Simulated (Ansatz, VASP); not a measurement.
# SiC: VASP beside Ansatz

Contents of INCAR:

```
SYSTEM = SiC
PREC     = Accurate       ! precision mode
ENCUT    = 520            ! plane-wave cutoff, eV
EDIFF    = 1E-7           ! SCF threshold, eV
ISMEAR   = 0              ! smearing method
SIGMA    = 0.05           ! smearing width, eV
LREAL    = .FALSE.        ! projectors in reciprocal space
LASPH    = .TRUE.         ! aspherical terms in the spheres
NELM     = 100            ! most SCF steps
ALGO     = Normal         ! electronic algorithm
ISIF     = 2              ! what is computed and relaxed
LWAVE    = .FALSE.        ! write WAVECAR
LCHARG   = .FALSE.        ! write CHGCAR
GGA      = PE             ! functional
NBANDS   = 11             ! bands
```

The input KPOINTS:

```
Automatic mesh
0
G
  12 12 12
  0 0 0
```

Contents of POSCAR:

```
SiC
1.0
    0.0000000000      2.2741916381      2.2741916381
    2.2741916381      0.0000000000      2.2741916381
    2.2741916381      2.2741916381      0.0000000000
Si C
1 1
Direct
    0.0000000000      0.0000000000      0.0000000000
    0.7500000000      0.7500000000      0.7500000000
```

Input for Ansatz:

```yaml
crystal:
  lattice:
    - [0.0, 2.2741916381, 2.2741916381]
    - [2.2741916381, 0.0, 2.2741916381]
    - [2.2741916381, 2.2741916381, 0.0]
  atoms:
    - { symbol: Si, position: [0.0, 0.0, 0.0] }
    - { symbol: C, position: [0.75, 0.75, 0.75] }
basis:
  ecutwfc: 520.0
kpoints:
  mp_grid: { grid: [12, 12, 12] }
hamiltonian:
  xc: pbe
scf:
  occupations: { method: gaussian, width: 0.05 }
output:
  forces: true
  stress: true
  eigenvalues: true
  write_density: true
  write_potential: true
  elf: true
  volumetric_format: npy
```

Alike in both runs: task single point; functional PBE; k mesh 12 × 12 × 12; occupations gaussian, width 0.05 eV; no spin polarisation.

|  | VASP | Ansatz |
| --- | --- | --- |
| version | VASP 6.6.1 | Ansatz 0.2.0 |
| potentials or method | VASP PAW PBE potentials, release 64 (Si, C) | scalar-relativistic, plane waves, PAW |
| plane-wave cutoff (eV) | 520 | 520 |
| valence electrons in the cell | 8 | 8 |

```tsv
	VASP	Ansatz	Ansatz less VASP
gap on the k mesh at the Fermi level (eV)	1.46	1.47	+0.001
least direct gap on the mesh (eV)	4.40	4.40	+0.001
pressure (GPa)	-19.2	-19.2	0.00
```

With one functional, cell and mesh, what is left measures potentials, basis and numerics.

Caveats: so large a pressure means that the cell lies far from this level's equilibrium, or that cutoff or potentials fall short (VASP). A k mesh can miss the band edges.
